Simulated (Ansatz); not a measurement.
Au, 1 atom in the cell. It takes space group Im-3m (No. 229, cubic). Conventional cell: a = 3.315 Å, b = 3.315 Å, c = 3.315 Å, α = 90.00°, β = 90.00°, γ = 90.00°. Around Au (site symmetry m-3m) lie 8 Au at 2.87 Å. This isn't the form of Au at room conditions, which is fcc.

```yaml
Program: Ansatz 0.2.0
Task: band structure
Functional: LDA
Potentials_or_basis: all-electron LAPW, scalar-relativistic
Cutoff: 251 eV (chosen from the basis error)
Basis_error_allowed: 0.001 eV/atom
k_mesh: 11 × 11 × 11
Occupations: fermi-dirac, width 0.05 eV
Spin: no spin polarisation
```

Potentials or basis: all-electron LAPW, scalar-relativistic.

Launch:

```console
$ ansatz run input.yaml --threads 1 --pin off --max-ram 3072MiB --backend cpu --events-out ev --progress --plain --runs-dir out
```

Hardware: 1 thread of Arm Neoverse V2, with other jobs on the host.

Problem. How long does it take, and how much memory?

Solution. Run time: 7 s on 1 thread of Arm Neoverse V2, on a shared host, peak memory 0.26 GiB. Counts: scf iterations 6, plane waves 177, k points 56, bands 26.
